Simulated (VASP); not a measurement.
**Pd: single point with PBE+D3(BJ)**

Slab: Pd, a slab with vacuum.

```xyz
27
Lattice="8.2519 0.0000 0.0000 4.1260 7.1464 0.0000 0.0000 0.0000 23.4918" Properties=species:S:1:pos:R:3 pbc="T T T"
Pd    1.3753    0.7940    9.5000
Pd    4.1260    0.7940    9.5000
Pd    6.8766    0.7940    9.5000
Pd    2.7506    3.1762    9.5000
Pd    5.5013    3.1762    9.5000
Pd    8.2519    3.1762    9.5000
Pd    4.1260    5.5583    9.5000
Pd    6.8766    5.5583    9.5000
Pd    9.6273    5.5583    9.5000
Pd    0.0000    1.5881   11.7714
Pd    2.7506    1.5881   11.7714
Pd    5.5013    1.5881   11.7714
Pd    1.3753    3.9702   11.7714
Pd    4.1260    3.9702   11.7714
Pd    6.8766    3.9702   11.7714
Pd    2.7506    6.3523   11.7714
Pd    5.5013    6.3523   11.7714
Pd    8.2519    6.3523   11.7714
Pd    0.0000    0.0000   14.0428
Pd    2.7506    0.0000   14.0428
Pd    5.5013    0.0000   14.0428
Pd    1.3753    2.3821   14.0428
Pd    4.1260    2.3821   14.0428
Pd    6.8766    2.3821   14.0428
Pd    2.7506    4.7643   14.0428
Pd    5.5013    4.7643   14.0428
Pd    8.2519    4.7643   14.0428
```

The cell was built by a generator and needn't be a form met in nature.

```
Program             : VASP 6.6.1
Task                : single point
Functional          : PBE
Dispersion          : D3(BJ)
Potentials or basis : VASP PAW PBE potentials, release 64 (Pd)
Cutoff              : 520 eV
k mesh              : 3 × 3 × 1
Occupations         : gaussian, width 0.1 eV
Spin                : no spin polarisation
```

```yaml
Largest_force: 0.013 eV/Å
Band_gap_on_the_k_mesh: none (metal or under the smearing width)
Dispersion_energy_per_atom: -0.445 eV
```

Forces in eV/Å, atoms in the order of the input:
```
Pd   0.000  0.000  0.013
Pd   0.000  0.000  0.013
Pd   0.000  0.000  0.013
Pd   0.000  0.000  0.013
Pd   0.000  0.000  0.013
Pd   0.000  0.000  0.013
Pd   0.000  0.000  0.013
Pd   0.000  0.000  0.013
Pd   0.000  0.000  0.013
Pd   0.000  0.000  0.000
Pd   0.000  0.000  0.000
Pd   0.000  0.000  0.000
Pd   0.000  0.000  0.000
Pd   0.000  0.000  0.000
Pd   0.000  0.000  0.000
Pd   0.000  0.000  0.000
Pd   0.000  0.000  0.000
Pd   0.000  0.000  0.000
Pd   0.000  0.000 -0.013
Pd   0.000  0.000 -0.013
Pd   0.000  0.000 -0.013
Pd   0.000  0.000 -0.013
Pd   0.000  0.000 -0.013
Pd   0.000  0.000 -0.013
Pd   0.000  0.000 -0.013
Pd   0.000  0.000 -0.013
Pd   0.000  0.000 -0.013
```

Levels at points of the mesh, in eV from the Fermi level:
```
           k point  band 133  band 134  band 135  band 136  band 137  band 138
(0.00, 0.00, 0.00)     -0.32     -0.21     -0.21     -0.06     -0.06     -0.02
```

It took 30 min on 1 thread of Intel(R) Xeon(R) Platinum 8259CL CPU @ 2.50GHz (Skylake/Cascade Lake) (shared host), peak memory 1.5 GiB.
